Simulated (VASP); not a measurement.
# InSb (F-43m) in VASP: further runs

Runs on InSb. Level: PBEsol. Tasks: relaxation of cell and atoms.

Program: VASP 6.6.1. These are calculated values, not measurements. Logs are shortened: lines on timing, memory, paths and dates and some standing lists are left out, and cuts for length are marked.

### 1 Starting point

The structure is cubic, space group F-43m (No. 216). Conventional cell: a = 6.478 Å, b = 6.478 Å, c = 6.478 Å, α = 90.00°, β = 90.00°, γ = 90.00°. In (site symmetry -43m) has 4 Sb at 2.81 Å as nearest neighbours. Sb (site symmetry -43m) has 4 In at 2.81 Å as nearest neighbours.

### 2 Relaxation of cell and atoms, PBEsol

Contents of INCAR:

```
PREC = Accurate
ENCUT = 520
EDIFF = 1E-7
ISMEAR = 0
SIGMA = 0.02
LREAL = F
LASPH = T
NELM = 100
ALGO = Fast
ISIF = 3
LWAVE = F
LCHARG = F
GGA = PS
IBRION = 2
NSW = 80
EDIFFG = -0.002
KPAR = 4
```

Contents of KPOINTS:

```
Automatic mesh
0
Gamma
  8 8 8
```

Contents of POSCAR:

```
InSb
1.0
    0.0000000000      3.2391000000      3.2391000000
    3.2391000000      0.0000000000      3.2391000000
    3.2391000000      3.2391000000      0.0000000000
In Sb
1 1
Direct
    0.0000000000      0.0000000000      0.0000000000
    0.2500000000      0.2500000000      0.2500000000
```

Potentials or basis: VASP PAW PBE potentials, release 64 (In_d, Sb).

Started as:

```
$ cat potpaw_PBE.64/In_d/POTCAR potpaw_PBE.64/Sb/POTCAR > POTCAR
$ mpirun -np 4 vasp_std > vasp.out
```

OUTCAR:

```text
PREC = Accurate
   ENCUT = 520
   EDIFF = 1E-7
   ISMEAR = 0
   LREAL = F
   LASPH = T
   NELM = 100
   ISIF = 3
   GGA = PS
   IBRION = 2
   NSW = 80
   EDIFFG = -0.002

 ion  position               nearest neighbor table
   1  0.000  0.000  0.000-   2 2.81   2 2.81   2 2.81   2 2.81
   2  0.250  0.250  0.250-   1 2.81   1 2.81   1 2.81   1 2.81

  LATTYP: Found a face centered cubic cell.
 ALAT       =     6.4782000000

  Lattice vectors:

 A1 = (   0.0000000000,   3.2391000000,   3.2391000000)
 A2 = (   3.2391000000,   0.0000000000,   3.2391000000)
 A3 = (   3.2391000000,   3.2391000000,   0.0000000000)

Analysis of symmetry for initial positions (statically):
=====================================================================
 Subroutine PRICEL returns:
 Original cell was already a primitive cell.

 Routine SETGRP: Setting up the symmetry group for a
 face centered cubic supercell.

 Subroutine GETGRP returns: Found 24 space group operations
 (whereof 24 operations were pure point group operations)
 out of a pool of 48 trial point group operations.

The static configuration has the point symmetry T_d .

Analysis of symmetry for dynamics (positions and initial velocities):
=====================================================================
 Subroutine PRICEL returns:
 Original cell was already a primitive cell.

 Routine SETGRP: Setting up the symmetry group for a
 face centered cubic supercell.

 Subroutine GETGRP returns: Found 24 space group operations
 (whereof 24 operations were pure point group operations)
 out of a pool of 48 trial point group operations.

The dynamic configuration has the point symmetry T_d .

 Subroutine INISYM returns: Found 24 space group operations
 (whereof 24 operations are pure point group operations),
 and found     1 'primitive' translations

----------------------------------------------------------------------------------------

                                     Primitive cell

  volume of cell :      67.9678

  direct lattice vectors                    reciprocal lattice vectors
     0.000000000  3.239100000  3.239100000    -0.154363867  0.154363867  0.154363867
     3.239100000  0.000000000  3.239100000     0.154363867 -0.154363867  0.154363867
     3.239100000  3.239100000  0.000000000     0.154363867  0.154363867 -0.154363867

  length of vectors
     4.580779150  4.580779150  4.580779150     0.267366060  0.267366060  0.267366060

  position of ions in fractional coordinates (direct lattice)
     0.000000000  0.000000000  0.000000000
     0.250000000  0.250000000  0.250000000

  ion indices of the primitive-cell ions
   primitive index   ion index
                 1           1
                 2           2

----------------------------------------------------------------------------------------

 KPOINTS: Automatic mesh

Automatic generation of k-mesh.
 Grid dimensions read from file:
 generate k-points for:    8    8    8

 Generating k-lattice:

  Cartesian coordinates                     Fractional coordinates (reciprocal lattice)
    -0.019295483  0.019295483  0.019295483     0.125000000  0.000000000  0.000000000
     0.019295483 -0.019295483  0.019295483     0.000000000  0.125000000  0.000000000
     0.019295483  0.019295483 -0.019295483     0.000000000  0.000000000  0.125000000

  Length of vectors
     0.033420757  0.033420757  0.033420757

  Shift w.r.t. Gamma in fractional coordinates (k-lattice)
     0.000000000  0.000000000  0.000000000

 Subroutine IBZKPT returns following result:
 ===========================================

 Found     29 irreducible k-points:

 Following reciprocal coordinates:
            Coordinates               Weight
  0.000000  0.000000  0.000000      1.000000
  0.125000  0.000000  0.000000      8.000000
  0.250000  0.000000  0.000000      8.000000
  0.375000  0.000000  0.000000      8.000000
  0.500000  0.000000  0.000000      4.000000
  0.125000  0.125000  0.000000      6.000000
[... 16 lines left out ...]
  0.500000  0.250000  0.125000     48.000000
 -0.375000  0.250000  0.125000     24.000000
 [... further k-points ...]
   k-points           NKPTS =     29   k-points in BZ     NKDIM =     29   number of bands    NBANDS=     13
   number of dos      NEDOS =    301   number of ions     NIONS =      2
   total plane-waves  NPLWV =  46656
   dimension x,y,z NGX =    36 NGY =   36 NGZ =   36
   dimension x,y,z NGXF=    72 NGYF=   72 NGZF=   72
   ions per type =               1   1
   NGX,Y,Z   is equivalent  to a cutoff of  13.07, 13.07, 13.07 a.u.
   NGXF,Y,Z  is equivalent  to a cutoff of  26.13, 26.13, 26.13 a.u.
 SYSTEM =  unknown system
   PREC   = accura    normal or accurate (medium, high low for compatibility)
   ISTART =      0    job   : 0-new  1-cont  2-samecut
   ICHARG =      2    charge: 1-file 2-atom 10-const
   ISPIN  =      1    spin polarized calculation?
   LNONCOLLINEAR =      F non collinear calculations
   LSORBIT =      F    spin-orbit coupling
   LASPH  =      T    aspherical Exc in radial PAW
   ENCUT  =  520.0 eV  38.22 Ry    6.18 a.u.   8.52  8.52  8.52*2*pi/ulx,y,z
   NELM   =    100;   NELMIN=  2; NELMDL= -5     # of ELM steps
   EDIFF  = 0.1E-06   stopping-criterion for ELM
   LREAL  =      F    real-space projection
   EDIFFG = -.2E-02   stopping-criterion for IOM
   NSW    =     80    number of steps for IOM
   IBRION =      2    ionic relax: 0-MD 1-quasi-New 2-CG
   NFREE  =      1    steps in history (QN), initial steepest desc. (CG)
   ISIF   =      3    stress and relaxation
   ISYM   =      2    0-nonsym 1-usesym 2-fastsym
   POTIM  = 0.5000    time-step for ionic-motion
   TEBEG  =    0.0;   TEEND  =   0.0 temperature during run
   PSTRESS=    0.0 pullay stress
   NELECT =      18.0000    total number of electrons
   NUPDOWN=      -1.0000    fix difference up-down
   EMIN   =  10.00;   EMAX   =-10.00  energy-range for DOS
   EFERMI =   0.00;   METHOD = LEGACY
   ISMEAR =     0;   SIGMA  =   0.02  broadening in eV -4-tet -1-fermi 0-gaus
   EFERMI_NEDOS =   21; number of points for ismear=-14 and -15
   IALGO  =     68    algorithm
   IMIX   =      4    mixing-type and parameters
     AMIX     =   0.40;   BMIX     =  1.00
     AMIX_MAG =   1.60;   BMIX_MAG =  1.00
  volume/ion in A,a.u.               =      33.98       229.33
  Fermi-wavevector in a.u.,A,eV,Ry     =   1.051311  1.986690 15.037912  1.105255
  Thomas-Fermi vector in A             =   2.186349
   LORBIT       =      0    0 simple, 1 ext, 2 COOP (PROOUT), +10 PAW based schemes
   GGA     = PS    functional components
   LHFCALC =     F    Hartree Fock is set to
   AEXX    =    0.0000 exact exchange contribution
   IVDW    =     0    specifies the selected vdW correction
   LEPSILON=     F    determine dielectric tensor
   LRPA    =     F    only Hartree local field effects (RPA)
 conjugate gradient relaxation of ions
 non-spin polarized calculation
 RMM-DIIS sequential band-by-band and
 Gauss-broadening in eV      SIGMA  =   0.02
  energy-cutoff  :      520.00
  volume of cell :       67.97
 maximum number of plane-waves:      1850
 NGX is ok and might be reduce to    36
   NGX = 17   NGY = 17   NGZ = 17

--------------------------------------- Ionic step        1  -------------------------------------------

 number of electron      17.9999993 magnetization

 Free energy of the ion-electron system (eV)
  ---------------------------------------------------
  ext. energy  EPLUGINS =         0.00000000
  ---------------------------------------------------
  free energy    TOTEN  =        -7.69189774 eV

  energy without entropy =       -7.69183748  energy(sigma->0) =       -7.69186761

------------------------ aborting loop because EDIFF is reached ----------------------------------------

  FORCE on cell =-STRESS in cart. coord.  units (eV):
  Direction    XX          YY          ZZ          XY          YZ          ZX
  --------------------------------------------------------------------------------------
  -------------------------------------------------------------------------------------
  Total        0.3737397      0.3737397      0.3737397     -0.0000000      0.0000000     -0.0000000
  in kB        8.8100160      8.8100160      8.8100160     -0.0000000      0.0000000     -0.0000000
  external PRESSURE =       8.8100160 kB  Pullay stress =       0.0000000 kB
[... 21 lines left out ...]
  energy  without entropy=       -7.6918374838  energy(sigma->0) =       -7.69186761

--------------------------------------- Ionic step        2  -------------------------------------------

 number of electron      17.9999996 magnetization

 E-fermi :   4.6936     XC(G=0):  -8.7553

 val. band max:        4.6874953806   @ k =   0.0000   0.0000   0.0000
 cond. band min:       5.1132353432   @ k =   0.5000   0.0000   0.0000
 fundamental gap:      0.4257399627
 Fermi energy:         4.6935867338

 k-point     1 :       0.0000    0.0000    0.0000
  band No.  band energies     occupation
      1      -9.7994      2.00000
      2      -9.7994      2.00000
      3      -9.7994      2.00000
      4      -9.7201      2.00000
      5      -9.7201      2.00000
      6      -5.8954      2.00000
      7       4.2762      2.00000
      8       4.6875      1.33333
      9       4.6875      1.33333
     10       4.6875      1.33333
     11       7.6205      0.00000
     12       7.6205      0.00000
     13       7.6205      0.00000
[... 433 lines left out ...]
  FREE ENERGIE OF THE ION-ELECTRON SYSTEM (eV)
  ---------------------------------------------------
  free  energy   TOTEN  =        -7.6954847558 eV

  energy  without entropy=       -7.6954244970  energy(sigma->0) =       -7.69545463

[... ionic steps 4 to 10 ...]

--------------------------------------- Ionic step       11  -------------------------------------------

 number of electron      17.9999994 magnetization

------------------------ aborting loop because EDIFF is reached ----------------------------------------

  FORCE on cell =-STRESS in cart. coord.  units (eV):
  Direction    XX          YY          ZZ          XY          YZ          ZX
  --------------------------------------------------------------------------------------
  -------------------------------------------------------------------------------------
  Total        0.0083138      0.0083138      0.0083138      0.0000000      0.0000000      0.0000000
  in kB        0.1922686      0.1922686      0.1922686      0.0000000      0.0000000      0.0000000
  external PRESSURE =       0.1922686 kB  Pullay stress =       0.0000000 kB
[... 57 lines left out ...]
  energy  without entropy=       -7.6954244087  energy(sigma->0) =       -7.69545454

--------------------------------------- Ionic step       13  -------------------------------------------

 number of electron      17.9999994 magnetization

 Free energy of the ion-electron system (eV)
  ---------------------------------------------------
  ext. energy  EPLUGINS =         0.00000000
  ---------------------------------------------------
  free energy    TOTEN  =        -7.69548515 eV

  energy without entropy =       -7.69542489  energy(sigma->0) =       -7.69545502

 E-fermi :   4.7688     XC(G=0):  -8.7863

 val. band max:        4.7626599231   @ k =   0.0000   0.0000   0.0000
 cond. band min:       5.2006123096   @ k =   0.5000   0.0000   0.0000
 fundamental gap:      0.4379523865
 Fermi energy:         4.7687512792

 k-point     1 :       0.0000    0.0000    0.0000
  band No.  band energies     occupation
      1      -9.7394      2.00000
      2      -9.7394      2.00000
      3      -9.7394      2.00000
      4      -9.6581      2.00000
      5      -9.6581      2.00000
      6      -5.8654      2.00000
      7       4.3924      2.00000
      8       4.7627      1.33333
      9       4.7627      1.33333
     10       4.7627      1.33333
     11       7.6950      0.00000
     12       7.6950      0.00000
     13       7.6950      0.00000
[... 397 lines left out ...]
  FREE ENERGIE OF THE ION-ELECTRON SYSTEM (eV)
  ---------------------------------------------------
  free  energy   TOTEN  =        -7.6954851484 eV

  energy  without entropy=       -7.6954248896  energy(sigma->0) =       -7.69545502

 reached required accuracy - stopping structural energy minimisation
```

Run time: 89 s. Hardware: 4 MPI ranks of Intel Xeon Platinum 8488C (Sapphire Rapids), shared host; peak memory 0.23 GiB.

Results:

| Quantity | Value |
| --- | --- |
| Free energy | -7.6955 eV |
| Relaxed volume | 34.66 Å³/atom |
| Relaxed cell | a = 4.611 Å, b = 4.611 Å, c = 4.611 Å, α = 60.00°, β = 60.00°, γ = 60.00° |
| Space group after relaxing (to 0.05 Å) | F-43m (No. 216) |
| Energy gained by relaxing | 1.8 meV/atom |
| Ionic steps | 13 |
| Pressure after relaxing | 0.0 GPa |
| Band gap on the k mesh | none (metal or under the smearing width) |

Step by step:
```csv
step,energy change (eV),largest force (eV/Å),pressure (GPa),volume (Å³)
1,0.0000,0.0000,0.88,67.97
2,-0.0031,0.0000,-0.32,69.82
3,-0.0036,0.0000,-0.03,69.30
4,-0.0036,0.0000,0.03,69.26
5,-0.0036,0.0000,0.03,69.26
6,-0.0036,0.0000,0.03,69.27
7,-0.0036,0.0000,0.03,69.27
8,-0.0036,0.0000,0.03,69.27
9,-0.0036,0.0000,0.03,69.27
10,-0.0036,0.0000,0.02,69.27
11,-0.0036,0.0000,0.02,69.28
12,-0.0036,0.0000,0.01,69.29
13,-0.0036,0.0000,-0.01,69.31
```

Final structure:
```
CELL_PARAMETERS angstrom
0.00000 3.26035 3.26035
3.26035 0.00000 3.26035
3.26035 3.26035 0.00000
ATOMIC_POSITIONS crystal
In 0.00000 0.00000 0.00000
Sb 0.25000 0.25000 0.25000
```

Levels at points of the mesh, in eV from the Fermi level:
```csv
k point,band 6,band 7,band 8,band 9,band 10,band 11,band 12,band 13
"(0.00, 0.00, 0.00)",-10.63,-0.38,-0.01,-0.01,-0.01,2.93,2.93,2.93
"(0.50, 0.00, 0.00)",-9.31,-5.57,-0.99,-0.99,0.43,3.77,3.77,5.96
"(0.50, 0.50, 0.00)",-8.72,-5.87,-2.22,-2.22,1.27,1.28,8.00,8.00
```

Caveat: the PAW data sets were made with another functional, which shifts forces and pressure a little; this crystal is a semiconductor, whose small gap the functional closes, so the metal is an error of the method. Spin-orbit coupling is left out, which matters for the levels of Sb.

[end of part 1 of 2]
